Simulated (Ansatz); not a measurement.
## How settings move the G0W0 gap of HfS₂ (P-3m1)

HfS₂ (P-3m1) from a database of computed structures, relaxed with r2SCAN+rVV10; one-shot G0W0 in Ansatz without spin-orbit coupling. The values are computed, spin-unpolarised, and not measurements.

```
CELL_PARAMETERS angstrom
3.63025 0.00000 0.00000
-1.81512 3.14388 0.00000
0.00000 0.00000 5.87871
ATOMIC_POSITIONS crystal
Hf 0.00000 0.00000 0.00000
S 0.66667 0.33333 0.75538
S 0.33333 0.66667 0.24462
```

Gaps are read over the mesh points alone. G0W0 values are finite-basis, finite-mesh values.
```tsv
start	potentials	frequency model	mesh	empty bands	screening cutoff (eV)	Kohn-Sham gap (eV)	G0W0 gap (eV)	rough cost
PBE	PAW	contour deformation	6×6×2	109	80	1.03	1.84	70 core-seconds
PBE	PAW	contour deformation	6×6×2	252	140	1.03	1.92	4 core-minutes
PBE	PAW	contour deformation	6×6×2	463	210	1.03	1.96	18 core-minutes
HSE06	PAW	contour deformation	6×6×2	252	140	1.87	2.30	8 core-minutes
LDA	PAW	contour deformation	6×6×2	252	140	0.87	1.89	4 core-minutes
r2SCAN	PAW	contour deformation	6×6×2	252	140	1.35	2.13	5 core-minutes
PBE	PAW	Godby-Needs pole	6×6×2	252	140	1.03	1.92	6 core-minutes
PBE	PAW	contour deformation	6×6×4	109	80	1.04	1.84	4 core-minutes
PBE	norm-conserving	contour deformation	6×6×2	252	140	1.06	1.94	5 core-minutes
```

Over the mesh points the PBE gap of 1.03 eV becomes a quasiparticle gap of 1.96 eV (Γ to L), a change of +0.93 eV. Renormalisation factors Z lie between 0.70 and 0.76.

Raising bands and cutoff together moves the gap by +0.08 eV (80 to 140 eV), then +0.04 eV (140 to 210 eV); the last step is small, which bounds nothing strictly. Starting from HSE06 (1.87 eV against PBE's 1.03 eV) gives 2.30 eV, +0.38 eV from G0W0@PBE at the same screening cutoff. Starting from LDA (0.87 eV against PBE's 1.03 eV) gives 1.89 eV, -0.03 eV from G0W0@PBE at the same screening cutoff. Starting from r2SCAN (1.35 eV against PBE's 1.03 eV) gives 2.13 eV, +0.21 eV from G0W0@PBE at the same screening cutoff. The Godby-Needs plasmon pole differs from contour deformation by 0.00 eV. A 6×6×4 mesh in place of 6×6×2 changes the opening over PBE by 0.00 eV (the gap on the mesh by 0.00 eV). Norm-conserving potentials (wave cutoff 789 eV against 420 eV) shift the quasiparticle gap by +0.02 eV and the PBE gap by +0.03 eV. r2SCAN runs take a wave cutoff of 500 eV.
